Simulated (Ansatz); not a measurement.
Crystal: Pd.

```
Pd
1.0
     0.00000    1.94650    1.94650
     1.94650    0.00000    1.94650
     1.94650    1.94650    0.00000
Pd
1
Direct
  0.00000 0.00000 0.00000
```

- Program: Ansatz 0.2.0
- Task: relaxation of cell and atoms
- Functional: BLYP
- Dispersion: D4
- Potentials or basis: all-electron LAPW, scalar-relativistic
- Basis error allowed: 0.001 eV/atom
- k mesh: 12 × 12 × 12
- Occupations: fermi-dirac, width 0.05 eV
- Spin: no spin polarisation

At the start: volume 14.75 Å³/atom.

Task: Where does the relaxation end?

Result: Over 5 steps the energy falls by 14.8 meV/atom and the volume is 15.38 Å³/atom (+4.3 %); space group Fm-3m (No. 225, to 0.05 Å).

The path:
| step | energy change (eV) | largest force (eV/Å) | volume (Å³) |
| --- | --- | --- | --- |
| 1 | 0.0000 | 0.0000 | 14.75 |
| 2 | -0.0090 | 0.0000 | 15.81 |
| 3 | -0.0147 | 0.0000 | 15.42 |
| 4 | -0.0148 | 0.0000 | 15.38 |
| 5 | -0.0148 | 0.0000 | 15.38 |

Final structure:
```yaml
crystal:
  lattice:
    - [0.00000, 1.97385, 1.97385]
    - [1.97385, 0.00000, 1.97385]
    - [1.97385, 1.97385, 0.00000]
  atoms:
    - { symbol: Pd, position: [0.00000, 0.00000, 0.00000] }
```
